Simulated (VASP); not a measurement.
Runs of VASP 6.6.1 on As. Symmetry: Pm-3m, No. 221, cubic system. The conventional cell has a = 2.796 Å, b = 2.796 Å, c = 2.796 Å, α = 90.00°, β = 90.00°, γ = 90.00°. As (site symmetry m-3m) is surrounded by 6 As at 2.80 Å. This isn't the form of As at room conditions, which is rhombohedral.

```csv
cell,k mesh,gap on the mesh (eV),pressure (GPa)
"Pm-3m, 21.85 Å³/atom",13 × 13 × 13,none,(a)
"Pm-3m, 18.73 Å³/atom",13 × 13 × 13,none,4.4
"Pm-3m, 19.51 Å³/atom",13 × 13 × 13,none,0.3
"Pm-3m, 19.51 Å³/atom",19 × 19 × 19,none,0.4
```

Alike in all rows: task single point; level PBEsol; potentials or basis VASP PAW PBE potentials, release 64 (As); no spin polarisation; cutoff (eV) 520; smearing fermi-dirac 0.1 eV.

Estimate the missing entries.

(a) -7.9.

Caveats: the PAW data sets were made with another functional, which shifts forces and pressure a little.

A k mesh can miss the band edges, and the runs leave out spin-orbit coupling on As.

A gap of «none» marks a metal or a gap under the smearing width.
